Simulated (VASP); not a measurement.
# TaC (Fm-3m) in VASP: electric field gradients with PBEsol

Aim: the electric field gradients of TaC with PBEsol.

All numbers are computed with VASP 6.6.1; they aren't measurements. Logs are shortened: lines on timing, memory, paths and dates and some standing lists are left out, and cuts for length are marked.

### 1 The structure

The structure is cubic, space group Fm-3m (No. 225). Conventional cell: a = 4.446 Å, b = 4.446 Å, c = 4.446 Å, α = 90.00°, β = 90.00°, γ = 90.00°. Around Ta (site symmetry m-3m) lie 6 C at 2.22 Å. C (site symmetry m-3m) has 6 Ta at 2.22 Å as nearest neighbours.

### 2 Electric field gradients, PBEsol

INCAR reads:

```
  PREC = Accurate
  ENCUT = 520
  EDIFF = 1E-7
  ISMEAR = -1
  SIGMA = 0.05
  LREAL = F
  LASPH = T
  NELM = 60
  ALGO = Normal
  ISIF = 2
  LWAVE = F
  LCHARG = F
  GGA = PS
  LEFG = T
```

KPOINTS reads:

```
Automatic mesh
0
Gamma
  13 13 13
```

POSCAR reads:

```
TaC
1.0
    0.0000000000      2.2230000000      2.2230000000
    2.2230000000      0.0000000000      2.2230000000
    2.2230000000      2.2230000000      0.0000000000
Ta C
1 1
Direct
    0.0000000000      0.0000000000      0.0000000000
    0.5000000000      0.5000000000      0.5000000000
```

Potentials or basis: VASP PAW PBE potentials, release 64 (Ta_pv, C).

Command:

```
> cat potpaw_PBE.64/Ta_pv/POTCAR potpaw_PBE.64/C/POTCAR > POTCAR
> mpirun -np 1 vasp_std > vasp.out
```

OUTCAR:

```text
PREC = Accurate
   ENCUT = 520
   EDIFF = 1E-7
   ISMEAR = -1
   LREAL = F
   LASPH = T
   NELM = 60
   ISIF = 2
   GGA = PS

 ion  position               nearest neighbor table
   1  0.000  0.000  0.000-   2 2.22   2 2.22   2 2.22   2 2.22   2 2.22   2 2.22
   2  0.500  0.500  0.500-   1 2.22   1 2.22   1 2.22   1 2.22   1 2.22   1 2.22

  LATTYP: Found a face centered cubic cell.
 ALAT       =     4.4460000000

  Lattice vectors:

 A1 = (   0.0000000000,   2.2230000000,   2.2230000000)
 A2 = (   2.2230000000,   0.0000000000,   2.2230000000)
 A3 = (   2.2230000000,   2.2230000000,   0.0000000000)

Analysis of symmetry for initial positions (statically):
=====================================================================
 Subroutine PRICEL returns:
 Original cell was already a primitive cell.

 Routine SETGRP: Setting up the symmetry group for a
 face centered cubic supercell.

 Subroutine GETGRP returns: Found 48 space group operations
 (whereof 48 operations were pure point group operations)
 out of a pool of 48 trial point group operations.

The static configuration has the point symmetry O_h .

Analysis of symmetry for dynamics (positions and initial velocities):
=====================================================================
 Subroutine PRICEL returns:
 Original cell was already a primitive cell.

 Routine SETGRP: Setting up the symmetry group for a
 face centered cubic supercell.

 Subroutine GETGRP returns: Found 48 space group operations
 (whereof 48 operations were pure point group operations)
 out of a pool of 48 trial point group operations.

The dynamic configuration has the point symmetry O_h .

 Subroutine INISYM returns: Found 48 space group operations
 (whereof 48 operations are pure point group operations),
 and found     1 'primitive' translations

----------------------------------------------------------------------------------------

                                     Primitive cell

  volume of cell :      21.9709

  direct lattice vectors                    reciprocal lattice vectors
     0.000000000  2.223000000  2.223000000    -0.224921278  0.224921278  0.224921278
     2.223000000  0.000000000  2.223000000     0.224921278 -0.224921278  0.224921278
     2.223000000  2.223000000  0.000000000     0.224921278  0.224921278 -0.224921278

  length of vectors
     3.143796749  3.143796749  3.143796749     0.389575080  0.389575080  0.389575080

  position of ions in fractional coordinates (direct lattice)
     0.000000000  0.000000000  0.000000000
     0.500000000  0.500000000  0.500000000

  ion indices of the primitive-cell ions
   primitive index   ion index
                 1           1
                 2           2

----------------------------------------------------------------------------------------

 KPOINTS: Automatic mesh

Automatic generation of k-mesh.
 Grid dimensions read from file:
 generate k-points for:   13   13   13

 Generating k-lattice:

  Cartesian coordinates                     Fractional coordinates (reciprocal lattice)
    -0.017301637  0.017301637  0.017301637     0.076923077  0.000000000  0.000000000
     0.017301637 -0.017301637  0.017301637     0.000000000  0.076923077  0.000000000
     0.017301637  0.017301637 -0.017301637     0.000000000  0.000000000  0.076923077

  Length of vectors
     0.029967314  0.029967314  0.029967314

  Shift w.r.t. Gamma in fractional coordinates (k-lattice)
     0.000000000  0.000000000  0.000000000

 Subroutine IBZKPT returns following result:
 ===========================================

 Found     84 irreducible k-points:

 Following reciprocal coordinates:
            Coordinates               Weight
  0.000000  0.000000  0.000000      1.000000
  0.076923  0.000000  0.000000      8.000000
  0.153846  0.000000  0.000000      8.000000
  0.230769  0.000000  0.000000      8.000000
  0.307692  0.000000  0.000000      8.000000
  0.384615  0.000000  0.000000      8.000000
[... 16 lines left out ...]
  0.384615  0.153846  0.000000     24.000000
  0.461538  0.153846  0.000000     24.000000
 [... further k-points ...]
   k-points           NKPTS =     84   k-points in BZ     NKDIM =     84   number of bands    NBANDS=     11
   number of dos      NEDOS =    301   number of ions     NIONS =      2
   total plane-waves  NPLWV =  13824
   dimension x,y,z NGX =    24 NGY =   24 NGZ =   24
   dimension x,y,z NGXF=    48 NGYF=   48 NGZF=   48
   ions per type =               1   1
   NGX,Y,Z   is equivalent  to a cutoff of  12.69, 12.69, 12.69 a.u.
   NGXF,Y,Z  is equivalent  to a cutoff of  25.38, 25.38, 25.38 a.u.
 SYSTEM =  unknown system
   PREC   = accura    normal or accurate (medium, high low for compatibility)
   ISTART =      0    job   : 0-new  1-cont  2-samecut
   ICHARG =      2    charge: 1-file 2-atom 10-const
   ISPIN  =      1    spin polarized calculation?
   LNONCOLLINEAR =      F non collinear calculations
   LSORBIT =      F    spin-orbit coupling
   LASPH  =      T    aspherical Exc in radial PAW
   ENCUT  =  520.0 eV  38.22 Ry    6.18 a.u.   5.85  5.85  5.85*2*pi/ulx,y,z
   NELM   =     60;   NELMIN=  2; NELMDL= -5     # of ELM steps
   EDIFF  = 0.1E-06   stopping-criterion for ELM
   LREAL  =      F    real-space projection
   EDIFFG = 0.1E-05   stopping-criterion for IOM
   NSW    =      0    number of steps for IOM
   IBRION =     -1    ionic relax: 0-MD 1-quasi-New 2-CG
   NFREE  =      0    steps in history (QN), initial steepest desc. (CG)
   ISIF   =      2    stress and relaxation
   ISYM   =      2    0-nonsym 1-usesym 2-fastsym
   POTIM  = 0.5000    time-step for ionic-motion
   TEBEG  =    0.0;   TEEND  =   0.0 temperature during run
   PSTRESS=    0.0 pullay stress
   NELECT =      15.0000    total number of electrons
   NUPDOWN=      -1.0000    fix difference up-down
   EMIN   =  10.00;   EMAX   =-10.00  energy-range for DOS
   EFERMI =   0.00;   METHOD = LEGACY
   ISMEAR =    -1;   SIGMA  =   0.05  broadening in eV -4-tet -1-fermi 0-gaus
   EFERMI_NEDOS =   21; number of points for ismear=-14 and -15
   IALGO  =     38    algorithm
   IMIX   =      4    mixing-type and parameters
     AMIX     =   0.40;   BMIX     =  1.00
     AMIX_MAG =   1.60;   BMIX_MAG =  1.00
  volume/ion in A,a.u.               =      10.99        74.13
  Fermi-wavevector in a.u.,A,eV,Ry     =   1.441526  2.724089 28.272865  2.077997
  Thomas-Fermi vector in A             =   2.560148
   LORBIT       =      0    0 simple, 1 ext, 2 COOP (PROOUT), +10 PAW based schemes
   GGA     = PS    functional components
   LHFCALC =     F    Hartree Fock is set to
   AEXX    =    0.0000 exact exchange contribution
   IVDW    =     0    specifies the selected vdW correction
   LEPSILON=     F    determine dielectric tensor
   LRPA    =     F    only Hartree local field effects (RPA)
 non-spin polarized calculation
  energy-cutoff  :      520.00
  volume of cell :       21.97
 maximum number of plane-waves:       609
   NGX = 11   NGY = 11   NGZ = 11

 number of electron      15.0000001 magnetization

 Free energy of the ion-electron system (eV)
  ---------------------------------------------------
  ext. energy  EPLUGINS =         0.00000000
  ---------------------------------------------------
  free energy    TOTEN  =       -23.52897795 eV

  energy without entropy =      -23.52527973  energy(sigma->0) =      -23.52712884

 E-fermi :   8.3026     XC(G=0): -13.3584

 val. band max:        8.2786604494   @ k =   0.3846   0.1538   0.0769
 cond. band min:       8.3176417954   @ k =   0.0769   0.0000   0.0000
 fundamental gap:      0.0389813460
 Fermi energy:         8.3026118267

 k-point     1 :       0.0000    0.0000    0.0000
  band No.  band energies     occupation
      1     -26.6769      2.00000
      2     -26.6769      2.00000
      3     -26.6769      2.00000
      4      -6.5260      2.00000
      5       6.9317      2.00000
      6       6.9317      2.00000
      7       6.9317      2.00000
      8       7.8647      1.99969
      9       7.8647      1.99969
     10       7.8647      1.99969
     11       8.9471      0.00001
[... 309 lines left out ...]
 k-point    24 :       0.4615    0.1538    0.0000
  band No.  band energies     occupation
      1     -27.3171      2.00000
      2     -26.8362      2.00000
      3     -26.7975      2.00000
      4      -3.0046      2.00000
      5       0.7391      2.00000
      6       3.1086      2.00000
      7       3.5582      2.00000
      8       8.7766      0.00015
      9      11.2978      0.00000
     10      11.9304      0.00000
     11      15.5752      0.00000

 [... further k-points ...]

------------------------ aborting loop because EDIFF is reached ----------------------------------------

  FORCE on cell =-STRESS in cart. coord.  units (eV):
  Direction    XX          YY          ZZ          XY          YZ          ZX
  --------------------------------------------------------------------------------------
  -------------------------------------------------------------------------------------
  Total       -0.0848428     -0.0848428     -0.0848428      0.0000000     -0.0000000      0.0000000
  in kB       -6.1869580     -6.1869580     -6.1869580      0.0000000     -0.0000000      0.0000000
  external PRESSURE =      -6.1869580 kB  Pullay stress =       0.0000000 kB

 VOLUME and BASIS-vectors are now :
 -----------------------------------------------------------------------------
  energy-cutoff  :      520.00
  volume of cell :       21.97
      direct lattice vectors                 reciprocal lattice vectors
     0.000000000  2.223000000  2.223000000    -0.224921278  0.224921278  0.224921278
     2.223000000  0.000000000  2.223000000     0.224921278 -0.224921278  0.224921278
     2.223000000  2.223000000  0.000000000     0.224921278  0.224921278 -0.224921278

 POSITION                                       TOTAL-FORCE (eV/Angst)
 -----------------------------------------------------------------------------------
      0.00000      0.00000      0.00000        -0.000000     -0.000000     -0.000000
      2.22300      2.22300      2.22300         0.000000      0.000000      0.000000
 -----------------------------------------------------------------------------------
    total drift:                                0.000000     -0.000000     -0.000000

  FREE ENERGIE OF THE ION-ELECTRON SYSTEM (eV)
  ---------------------------------------------------
  free  energy   TOTEN  =       -23.5289779457 eV

  energy  without entropy=      -23.5252797260  energy(sigma->0) =      -23.52712884

 Electric field gradients (V/A^2)
---------------------------------------------------------------------
 ion       V_xx      V_yy      V_zz      V_xy      V_xz      V_yz
---------------------------------------------------------------------
   1       0.000     0.000    -0.000    -0.000    -0.000    -0.000
   2      -0.000     0.000     0.000     0.000     0.000     0.000
---------------------------------------------------------------------

 Electric field gradients after diagonalization (V/A^2)
 (convention: |V_zz| > |V_xx| > |V_yy|)
----------------------------------------------------------------------
 ion       V_xx      V_yy      V_zz     asymmetry (V_yy - V_xx)/ V_zz
----------------------------------------------------------------------
   1       0.000     0.000    -0.001       0.000
   2      -0.000    -0.000     0.001       0.000
----------------------------------------------------------------------

           NMR quadrupolar parameters

 Cq : quadrupolar parameter    Cq=e*Q*V_zz/h
 eta: asymmetry parameters     (V_yy - V_xx)/ V_zz
 Q  : nuclear electric quadrupole moment in mb (millibarn)
----------------------------------------------------------------------
 ion       Cq(MHz)       eta       Q (mb)
----------------------------------------------------------------------
   1      -0.000       0.000       1.000
   2       0.000       0.000       1.000
----------------------------------------------------------------------
```

Run time: 9.1 s. Hardware: 1 thread of Intel Xeon Platinum 8488C (Sapphire Rapids), shared host; peak memory 0.15 GiB.

What came out:

```yaml
Free_energy: -23.5290 eV
Pressure: -0.6 GPa
Band_gap_on_the_k_mesh: none (metal or under the smearing width)
```

Electric field gradients, principal values (V/Å²):
| atom | Vxx | Vyy | Vzz |
| --- | --- | --- | --- |
| 1 Ta | 0.000 | 0.000 | -0.001 |
| 2 C | 0.000 | 0.000 | 0.001 |

Caveat: the PAW data sets were made with another functional, which shifts forces and pressure a little. The run has no spin-orbit coupling, so splittings on Ta are missing.
